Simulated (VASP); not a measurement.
Data:

```
InN
1.0
    0.00000     2.54566     2.54566
    2.54566     0.00000     2.54566
    2.54566     2.54566     0.00000
In N
1 1
Direct
  0.00000   0.00000   0.00000
  0.25000   0.25000   0.25000
```

Computed with SCAN meta-GGA, VASP's PBE PAW potentials (set 64) (plane waves; VASP). Run with 520 eV cut-off, 13×13×13 Γ-centred mesh, first-order Methfessel-Paxton smearing of 0.10 eV, potentials In_d N.

**Question.** The job: InN (zinc blende), 2 atoms, SCAN, static run, 520 eV, 13×13×13 Γ-centred mesh. Roughly how much core time does it take on a busy server core?

**Answer.** About 3 core-minutes (one run on a shared machine, a rough figure). It had 84 irreducible k-points, 13 bands, up to 911 plane waves and 24 electronic steps.

The compound is InN in the zinc blende structure, a metastable form; wurtzite is the usual one. This cell is one point of a volume scan, at 1.06 of the reference volume.
